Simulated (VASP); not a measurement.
Runs of VASP 6.6.1 on RbBr. It takes space group Fm-3m (No. 225, cubic). Conventional cell: a = 6.854 Å, b = 6.854 Å, c = 6.854 Å, α = 90.00°, β = 90.00°, γ = 90.00°. Rb (site symmetry m-3m) has 6 Br at 3.43 Å as nearest neighbours. Br (site symmetry m-3m) has 6 Rb at 3.43 Å as nearest neighbours. 

| level | spin | k mesh | gap on the mesh (eV) | pressure (GPa) |
| --- | --- | --- | --- | --- |
| r2SCAN | SOC, no magnetisation | 5 × 5 × 5 | - | 0.5 |
| SCAN | SOC, no magnetisation | 5 × 5 × 5 | - | 0.3 |
| SCAN | off | 7 × 7 × 7 | 4.91 | 0.3 |
| r2SCAN | off | 7 × 7 × 7 | (a) | 0.5 |
| rSCAN | off | 7 × 7 × 7 | 4.90 | 0.4 |

Alike in all rows: task band structure; potentials or basis VASP PAW PBE potentials, release 64 (Rb_sv, Br); cell as given; cutoff (eV) 520; smearing fermi-dirac 0.05 eV.

Task: Estimate the missing entries.

Result: (a) 4.97.

Caveats: the PAW data sets were made with another functional, which shifts forces and pressure a little.

A k mesh can miss the band edges, and rows without SOC leave out spin-orbit coupling on Br, Rb.

Runs at the PBE level aren't shown here.
